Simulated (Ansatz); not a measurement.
Clamped-ion strain scan in KF

Theory: DFT PBE, scalar-relativistic, plane waves, PAW in Ansatz 0.2.0. Cutoff 420 eV, Γ-centred 8×8×8 k-points, Gaussian smearing of 0.05 eV. No spin polarisation. Energies are free energies at this smearing, counted from the undisturbed cell; pressure is positive in compression.

The undisturbed cell (as given, not relaxed at this level; it stands at 1.3 GPa):

```
K F
1.0
     0.00000    2.67350    2.67350
     2.67350    0.00000    2.67350
     2.67350    2.67350    0.00000
K F
1 1
Cartesian
  0.0000 0.0000 0.0000
  2.6735 2.6735 2.6735
```

The cell is strained by ε times the Voigt pattern (1, -1, 0, 0, 0, 0) (xx, yy, zz, yz, xz, xy; engineering shear) with fractional coordinates fixed.

| ε | ΔE (meV/atom) | stress summed along the pattern (GPa, tension positive) | pressure (GPa) | gap on the mesh (eV) |
| --- | --- | --- | --- | --- |
| -0.0200 | 2.8 | -2.29 | 1.4 | 6.14 |
| -0.0100 | 0.7 | -1.14 | 1.3 | 6.16 |
| 0.0000 | 0.0 | 0.00 | 1.3 | 6.17 |
| 0.0025 | 0.1 | 0.28 | 1.3 | 6.17 |
| 0.0050 | 0.2 | 0.57 | 1.3 | 6.16 |
| 0.0075 | 0.4 | 0.85 | 1.3 | 6.16 |
| 0.0125 | 1.1 | 1.42 | 1.4 | 6.15 |
| 0.0150 | 1.6 | 1.71 | 1.4 | 6.15 |
| 0.0175 | 2.2 | 2.00 | 1.4 | 6.14 |

By symmetry 0.0200 repeats -0.0200, -0.0150 repeats 0.0150, 0.0100 repeats -0.0100, -0.0050 repeats 0.0050 in energy, with the opposite slope along the path.